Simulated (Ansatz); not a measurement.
Zinc-blende InN (metastable phase) was calculated with PBE+SOC (Ansatz, an electronic-structure program, PAW).

Numerical settings: plane-wave cutoff 520 eV, 12×12×12 k mesh, Fermi–Dirac smearing 0.01 eV, PAW data made under PBE.

Cell (relaxed at this level):

InN is modelled in the cubic space group F-43m (No. 216), the zinc blende structure, Pearson symbol cF8. Cell: a = 5.048 Å, b = 5.048 Å, c = 5.048 Å, α = 90.00°, β = 90.00°, γ = 90.00°. In on 4a is coordinated by 4 N at 2.186 Å (tetrahedral). N on 4d sees 4 In at 2.186 Å (tetrahedral). (Neighbours: up to the widest gap in distance over summed covalent radii, below 1.35, at either atom; cation-cation and far metal-metal contacts left out.)
(The calculation used a cell of 2 atoms; values per cell refer to that cell.)

### Question
Give the computed bulk modulus B0 and pressure derivative B′ of the bulk modulus.

### Answer

- bulk modulus B0: 122 GPa
- pressure derivative B′ of the bulk modulus: 4.7

The run finds no gap.

Note: the gap of the solid is closed in this run; this level leaves the solid without a gap, although one is measured.

Computed values are for the static lattice.

Computing time: about 3 core-minutes (a rough figure).
